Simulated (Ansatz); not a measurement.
**A convergence test on BAs (F-43m): k mesh of the density**

How far can the k mesh of the density be lowered for the gap of BAs (F-43m)?

Calculated with Ansatz 0.2.0; DFT, PBE, plane waves, PAW.

## (1) Set-up

It takes space group F-43m (No. 216, cubic). The conventional cell has a = 4.777 Å, b = 4.777 Å, c = 4.777 Å, α = 90.00°, β = 90.00°, γ = 90.00°. Nearest to B lie 4 As at 2.07 Å. Nearest to As lie 4 B at 2.07 Å. Farther neighbours are not listed.

The cell and positions come from the Crystallography Open Database and are kept as given unless a step says otherwise. The default PAW set here is soft_2. Its files were made with PBE.

## (2) k mesh of the density: 2×2×2

Contents of input.yaml:

```yaml
crystal:
  lattice:
    - [0.0, 2.3885, 2.3885]
    - [2.3885, 0.0, 2.3885]
    - [2.3885, 2.3885, 0.0]
  atoms:
    - { symbol: B, position: [0.0, 0.0, 0.0] }
    - { symbol: As, position: [0.25, 0.25, 0.25] }
kpoints:
  mp_grid: { grid: [2, 2, 2] }
  band_path:
    path:
      - [0.0, 0.0, 0.0]
      - [-0.5, -0.5, 0.0]
      - [-0.375, -0.375, 0.25]
      - [-0.375, 0.0, 0.375]
      - [0.0, 0.0, 0.5]
      - [-0.5, -0.25, 0.25]
      - [-0.4, -0.4, 0.0]
    npoints: 1
hamiltonian:
  xc: pbe
scf:
  occupations: { method: fixed }
  n_extra_bands: 4
output:
  eigenvalues: true
  write_density: true
  write_potential: true
  elf: true
  volumetric_format: npy
```

Started as:

```console
$ ansatz run input.yaml --threads 3 --pin off --max-ram 92160MiB --backend cuda --events-out ev --progress --plain --runs-dir out --devices 1 --max-vram 13GiB  # rebuilt from the run's record
```

Numbers of over 12 decimals in the logs are rounded to 6 here.

Log:

```text
scf.n_extra_bands = 4 over 9 filled bands (N_el = 18.0): the run solves 13 bands
GPUs: using 1 of 1 available (devices: 1).
Engine: ansatz 0.2.0, x86_64-unknown-linux-gnu
Pseudopotentials: kind: paw
Pseudopotential: B, paw, valence charge 3, recommended cutoff 420 eV (normal), B.paw.azcp
Pseudopotential: As, paw, valence charge 15, recommended cutoff 420 eV (normal), As.paw.azcp
Functional definition: PBE
  parameter kappa = 0.804
  parameter beta = 0.066725
  exchange = pbe_x(kappa = kappa, mu = beta*pi^2/3)
  correlation = pbe_c(beta = beta)
device memory: the entry about to start is reckoned to put 1.2 GiB on a device that reports 49.3 GiB free (of which the cap on the GPU budget leaves the run 13.0 GiB)
GPU FFT provider: cuFFT
GPU libraries: cuBLAS 13.8.2, cuFFT 12.4.0, cuSOLVER 12.3.4
Crystal: 2 atoms, lattice volume = 27.252 Å³
Basis set: ecut = 420 eV, 531 PW (Γ)
Bands: 13, of which v1, the nominal top of the filled ones, is band 9 counted from 1 (8 counted from 0)
Symmetry: 24 space group operations
Space group: F-43m (ITA 216), of the structure as read, at distance tolerance 3.0e-5 Å
k-points: 3 of 8
Non-local potential: B, projectors of the file, l = 0: 2, l = 1: 2, l = 2: 1
Non-local potential: As, projectors of the file, l = 0: 2, l = 1: 2, l = 2: 3, l = 3: 1
PAW form: soft (Blöchl's): semilocal exchange-correlation on the pseudo side does not see the compensation charge
PAW one-centre angular grid: B, 110 points (default); XC on 64 Gauss nodes
PAW one-centre angular grid: As, 590 points (default); XC on 64 Gauss nodes
Initial density: superposition of atomic densities (neutral atoms: chi_scale 0, normalization atom), corrected by the library's trained network
Initial wavefunctions: pseudopotential atomic-orbital guess
GPU buffer pool allocated for 13824 grid points (all kernels)
GPU transforms: local potential and band sums: pruned to the plane-wave sphere, on 24×24×24
Functional: x = pbe(κ = 0.804, μ = 0.219515), c = pbe(β = 0.066725)
SCF iter   1: F=—  HF=-5009.247543 eV  |F-HF|=—  |Δ(HF+E_count)|=         —  Δρ=2.00e-2  dr2=1.37e-1  ethr=1.77e-3  ⟨swp⟩=4.0  Hψ=185  notcnv=0  defer=4
preconditioner: auto → none  [insulator: Δε(μ)=1.443 eV  Ē_g=11.723 eV  n_scr=8 (ndim 8)  ℏωp=20.1 eV  f_vac=0.001  ε∞_Penn≈3.9]
SCF iter   2: F=—  HF=-5009.211607 eV  |F-HF|=—  |Δ(HF+E_count)|=   3.59e-2  Δρ=8.11e-3  dr2=1.96e-2  ethr=7.63e-4  ⟨swp⟩=2.0  Hψ=71  notcnv=0  defer=4
SCF iter   3: F=—  HF=-5009.209652 eV  |F-HF|=—  |Δ(HF+E_count)|=   1.95e-3  Δρ=3.07e-3  dr2=3.11e-3  ethr=1.09e-4  ⟨swp⟩=2.0  Hψ=58  notcnv=0  defer=4
SCF iter   4: F=—  HF=-5009.209061 eV  |F-HF|=—  |Δ(HF+E_count)|=   5.92e-4  Δρ=6.39e-4  dr2=7.55e-5  ethr=1.73e-5  ⟨swp⟩=3.0  Hψ=74  notcnv=0  defer=4
SCF iter   5: F=—  HF=-5009.209147 eV  |F-HF|=—  |Δ(HF+E_count)|=   8.65e-5  Δρ=2.48e-4  dr2=7.78e-6  ethr=4.20e-7  ⟨swp⟩=3.0  Hψ=68  notcnv=0  defer=3
SCF iter   6: F=-5009.209161 eV  HF=-5009.209160 eV  |F-HF|=7.18e-8  |Δ(HF+E_count)|=   1.35e-5  Δρ=1.54e-5  dr2=3.46e-8  ethr=5.56e-10  ⟨swp⟩=4.7  Hψ=201  notcnv=0
SCF 1 converged in 6 iterations: F = -5009.209161 eV  dr2 = 3.46e-8
[...]
device memory: the entry about to start is reckoned to put 0.7 GiB on a device that reports 49.3 GiB free (of which the cap on the GPU budget leaves the run 13.0 GiB)
NSCF: frozen V_eff on 7 k-points
SCF converged after 6 iterations
Free energy (F): -5009.209161 eV
Harris-Foulkes:  -5009.209160 eV  (|F-HF|=7.18e-8)
Internal energy: -5009.209161 eV  (E = F + TS)
E sigma→0 (E₀):  -5009.209161 eV
Fermi energy:    11.451763 eV
--- Per-component energies (eV) ---
  E_band       = -201.627850
  E_kinetic    = 159.642136
  E_local      = -1702.485486  (includes V_loc(G=0)·N_el)
  E_nonlocal   = -659.043360
  E_hartree    = 946.627227
  E_xc         = -111.716314
  E_vxc        = -118.076043  (∫ρ·V_xc dr)
  E_paw        = -1916.458372  (= ΣΔE_a)
  E_vpaw       = 225.076752  (= ΣTr[D̂ρ^β])
  E_aug_tail   = 0.000006  (compensation charges beyond the density's cutoff)
  E_ewald      = -1725.774997
  E_smearing   = -0.000000  (= −TS)
  E_closure    = 0.000000  (closes the sum)
  Σ components = -5009.209161   (vs F -5009.209161, Δ=0.00e0)
--- Band table (eV) ---
  k-point 0: bands = [... 5 lower, -4.0548, 11.4518, 11.4518, 11.4518, 14.5986, 14.5986, 14.5986, 16.1528]
  k-point 1: bands = [... 5 lower, -1.1708, 2.5778, 9.5929, 9.5929, 14.1004, 16.0989, 16.0989, 20.2525]
  k-point 2: bands = [... 5 lower, 0.1377, 2.8766, 7.2959, 7.2959, 12.7489, 12.7827, 22.8352, 22.8352]
```

It took 3.5 s on 1 × NVIDIA H100 80GB HBM3 (shared by 6 runs) with 3 threads of AMD EPYC 7R13 (Zen 3), shared host; peak memory 0.88 GiB.

This step gave:

* gap: 1.063 eV
* valence top at: Γ
* conduction bottom at: k = (-0.400, -0.400, 0.000)
* least direct gap: 3.147 eV

The gap is indirect, with the least direct gap 2.08 eV higher.

## (3) k mesh of the density: 4×4×4

input.yaml, as its differences from that of step 2:

```diff
@@ -9,3 +9,3 @@
 kpoints:
-  mp_grid: { grid: [2, 2, 2] }
+  mp_grid: { grid: [4, 4, 4] }
   band_path:
```

Log:

```text
[...]
GPUs: using 1 of 1 available (devices: 1).
[...]
GPU FFT provider: cuFFT
GPU libraries: cuBLAS 13.8.2, cuFFT 12.4.0, cuSOLVER 12.3.4
Crystal: 2 atoms, lattice volume = 27.252 Å³
Basis set: ecut = 420 eV, 531 PW (Γ)
Bands: 13, of which v1, the nominal top of the filled ones, is band 9 counted from 1 (8 counted from 0)
[... 1 set-up line as in the run before ...]
[...]
Fermi energy:    11.165030 eV
[...]
--- Band table (eV; the first three rows and the last of 8) ---
  k-point 0: bands = [... 5 lower, -4.2503, 11.1650, 11.1650, 11.1650, 14.4294, 14.4294, 14.4294, 15.8417]
  k-point 1: bands = [... 5 lower, -3.2481, 6.2221, 10.0135, 10.0135, 14.2240, 15.8104, 15.8104, 19.0706]
  k-point 2: bands = [... 5 lower, -1.3782, 2.3751, 9.3407, 9.3407, 13.8497, 15.9413, 15.9413, 20.0424]
  k-point 7: bands = [... 5 lower, 0.0929, 3.1083, 5.6692, 5.9669, 16.4228, 17.1040, 17.9663, 18.1978]
[key lines of the parts left out:]
SCF converged after 6 iterations
Free energy (F): -5011.922122 eV
```

The job ended after 3.1 s (1 × NVIDIA H100 80GB HBM3 (shared by 6 runs) with 3 threads; peak memory 0.88 GiB; 2.9 s of CPU time).

This step gave:

```yaml
gap: 1.170 eV
valence_top_at: Γ
conduction_bottom_at: k = (-0.400, -0.400, 0.000)
least_direct_gap: 3.264 eV
```

The gap is 1.170 eV, +0.107 eV from the run before at this level.

## (4) k mesh of the density: 8×8×8 (the default)

input.yaml, the sections that differ from step 3:

```yaml
kpoints:
  mp_grid: { grid: [8, 8, 8] }
  band_path:
    path:
      - [[0.0, 0.0, 0.0], [-0.5, -0.5, 0.0], [-0.375, -0.375, 0.25]]
      - [[-0.375, 0.0, 0.375], [0.0, 0.0, 0.0], [0.0, 0.0, 0.5], [-0.5, -0.25, 0.25], [-0.5, -0.5, 0.0]]
    npoints: 10
scf:
  occupations: { method: fermi_dirac, width: 0.02 }
  n_extra_bands: 4
# crystal, hamiltonian, output: as in step 3
```

Log:

```text
[...]
GPUs: using 1 of 1 available (devices: 1).
[...]
GPU FFT provider: cuFFT
GPU libraries: cuBLAS 13.8.2, cuFFT 12.4.0, cuSOLVER 12.3.4
Crystal: 2 atoms, lattice volume = 27.252 Å³
Basis set: ecut = 420 eV, 531 PW (Γ)
Bands: 13, of which v1, the nominal top of the filled ones, is band 9 counted from 1 (8 counted from 0)
[... 1 set-up line as in the run before ...]
[...]
Fermi energy:    11.718365 eV
[...]
--- Band table (eV; the first three rows and the last of 29) ---
  k-point 0: bands = [... 5 lower, -4.2770, 11.1267, 11.1267, 11.1267, 14.4073, 14.4073, 14.4073, 15.8003]
  k-point 1: bands = [... 5 lower, -4.0209, 9.1629, 10.6890, 10.6890, 14.5218, 14.9846, 14.9846, 17.0810]
  k-point 2: bands = [... 5 lower, -3.2753, 6.1921, 9.9790, 9.9790, 14.1913, 15.7861, 15.7861, 19.0311]
  k-point 28: bands = [... 5 lower, 0.0640, 3.0745, 5.6456, 5.9402, 16.3925, 17.0683, 17.9428, 18.1741]
[key lines of the parts left out:]
SCF converged after 6 iterations
Free energy (F): -5012.098094 eV
```

Run time: 6.1 s. Hardware: 1 × NVIDIA H100 80GB HBM3 (shared by 6 runs) with 3 threads; peak memory 0.9 GiB; 3.3 s of CPU time.

This step gave:

- gap: 1.184 eV
- valence top at: Γ
- conduction bottom at: k = (-0.400, -0.400, 0.000)
- least direct gap: 3.281 eV

The gap is 1.184 eV, +0.014 eV from the run before at this level.

## (5) k mesh of the density: 12×12×12

input.yaml, the sections that differ from step 4:

```yaml
kpoints:
  mp_grid: { grid: [12, 12, 12] }
  band_path:
    path:
      - [0.0, 0.0, 0.0]
      - [-0.5, -0.5, 0.0]
      - [-0.375, -0.375, 0.25]
      - [-0.375, 0.0, 0.375]
      - [0.0, 0.0, 0.5]
      - [-0.5, -0.25, 0.25]
      - [-0.4, -0.4, 0.0]
    npoints: 1
scf:
  occupations: { method: fixed }
  n_extra_bands: 4
output:
  eigenvalues: true
# crystal, hamiltonian: as in step 4
```

Log:

```text
[...]
GPUs: using 1 of 1 available (devices: 1).
[...]
GPU FFT provider: cuFFT
GPU libraries: cuBLAS 13.8.2, cuFFT 12.4.0, cuSOLVER 12.3.4
Crystal: 2 atoms, lattice volume = 27.252 Å³
Basis set: ecut = 420 eV, 531 PW (Γ)
Bands: 13, of which v1, the nominal top of the filled ones, is band 9 counted from 1 (8 counted from 0)
[... 1 set-up line as in the run before ...]
[...]
Fermi energy:    11.125651 eV
[...]
--- Band table (eV; the first three rows and the last of 72) ---
  k-point 0: bands = [... 5 lower, -4.2777, 11.1257, 11.1257, 11.1257, 14.4067, 14.4067, 14.4067, 15.7991]
  k-point 1: bands = [... 5 lower, -4.1635, 10.0873, 10.9073, 10.9073, 14.5534, 14.6946, 14.6946, 16.4288]
  k-point 2: bands = [... 5 lower, -3.8247, 8.1697, 10.4450, 10.4450, 14.4268, 15.2944, 15.2944, 17.7732]
  k-point 71: bands = [... 5 lower, 0.0633, 3.0735, 5.6450, 5.9395, 16.3917, 17.0673, 17.9422, 18.1734]
[key lines of the parts left out:]
SCF converged after 6 iterations
Free energy (F): -5012.100588 eV
```

The job ended after 9.2 s (1 × NVIDIA H100 80GB HBM3 (shared by 6 runs) with 3 threads; peak memory 0.87 GiB; 5.7 s of CPU time).

Numbers from this step:

```
gap                  : 1.184 eV
valence top at       : Γ
conduction bottom at : k = (-0.400, -0.400, 0.000)
least direct gap     : 3.281 eV
```

The gap is 1.184 eV, as in the run before at this level.

## (6) The series

Differences are against the last row; a negative gap means that bands overlap, and a run with a band path holds that path's time. Times are wall times on 1 × NVIDIA H100 80GB HBM3 (shared by 6 runs) with 3 threads of AMD EPYC 7R13 (Zen 3), shared host, good to a factor of about two.

| k mesh of the density | gap (eV) | direct gap (eV) | gap error (eV) | energy error (meV/atom) | irreducible k | time |
| --- | --- | --- | --- | --- | --- | --- |
| 2×2×2 | 1.063 | 3.147 | −0.121 | +1445.7 | 3 | 3.5 s |
| 4×4×4 | 1.170 | 3.264 | −0.014 | +89.2 | 8 | 3.1 s |
| 8×8×8 | 1.184 | 3.281 | −0.0004 | +1.2 | 29 | 6.1 s |
| 12×12×12 | 1.184 | 3.281 | +0.000 | +0.0 | 72 | 9.2 s |

## (7) What came out

* 2×2×2: 1.063 eV
* 4×4×4: 1.170 eV
* 8×8×8: 1.184 eV
* 12×12×12: 1.184 eV

What this shows: The gap holds to 0.02 eV from 4×4×4 on. At 2×2×2 the gap is off by −0.121 eV and the energy by +1446 meV/atom. The gap is read over the mesh and added points near the edges, so meshes differ mainly through the density and, for a hybrid, the exchange operator.

[Paths, hosts, dates, memory and timing lines, banners, echoed tables and standing remarks are left out of the program output.]

[Logs are printed without paths, hosts, clocks, repeated set-up lines and the standing remarks that a program may print on its own settings, such as how far it seeks lower states.]

[Runs of the session that timed out or met a known fault of the program may be left out.]

[Cells called generated may have been cut or substituted from an entry of the Crystallography Open Database or the Materials Project.]

[Hosts, paths, dates, database ids (printed as entryN), source tags and the programs' standing remarks are cut or masked in the printed files.]
